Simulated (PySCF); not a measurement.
**Vertical excitation energies**

Species: acetic acid, C2H4O2.
SMILES: `CC(=O)O`

Computed with TDDFT wB97X-D/def2-SVPD, vertical, gas phase, core orbitals frozen in the response in PySCF 2.14.0, density-fitted response routines. The structure is a single GFN2-xTB conformer in the gas phase; no vibrational or solvent corrections. Torsions of this conformer, `[CH3:1][C:2](=[O:3])[OH:4]`: H–O4–C2–C1 180°.

| state | E (eV) | E (kJ/mol) | λ (nm) | f | symmetry | main configurations (H = HOMO, L = LUMO) |
| --- | --- | --- | --- | --- | --- | --- |
| S1 | 5.95 | 575 | 208.2 | 0.0004 | – | H→L (97%) |
| S2 | 7.81 | 754 | 158.7 | 0.052 | A′ | H→L+1 (89%) |
| S3 | 8.66 | 836 | 143.1 | 0.113 | A′ | H-1→L (57%), H→L+2 (29%) |
| S4 | 8.78 | 847 | 141.2 | 0.0025 | A″ | H-1→L+1 (89%) |
| S5 | 9.15 | 883 | 135.5 | 0.088 | A′ | H→L+2 (51%), H-1→L (30%), H→L+3 (9%) |
| S6 | 9.44 | 910 | 131.4 | 0.0001 | – | H-3→L (95%) |
| S7 | 9.79 | 944 | 126.7 | 0.0024 | A′ | H→L+3 (79%), H→L+2 (10%) |
| S8 | 9.81 | 947 | 126.4 | 0.0010 | – | H→L+4 (88%), H→L+7 (8%) |

Triplets (Tamm–Dancoff): T1 5.47 eV, H→L (96%); T2 6.41 eV, H-1→L (91%); T3 7.68 eV, H→L+1 (92%).

The lowest singlet comes at 208 nm (575 kJ/mol) in the ultraviolet; it is dark (f under 0.0005); its leading configuration is HOMO→LUMO (97%). The strongest level in the table is S3 at 8.66 eV (143 nm, f = 0.113). S1 has the pattern of n→π* at C=O. The oscillator strengths of these states sum to 0.260; summed over the whole spectrum of an exact calculation they would give the number of electrons, 32 (Thomas–Reiche–Kuhn). The listed states span 3.86 eV, and the widest gap between neighbours is 1.86 eV (S1 to S2). Weighted by f, the mean energy of these states is 8.67 eV. No computed singlet lies in the visible range (380 to 750 nm); the lowest, at 208 nm, stands 2.69 eV above its violet end (3.26 eV). Symmetry labels in Cs follow from the direction of the transition dipole and are given only for states with f of 0.002 or more. Singlets were solved by full linear response, triplets in the Tamm–Dancoff approximation.
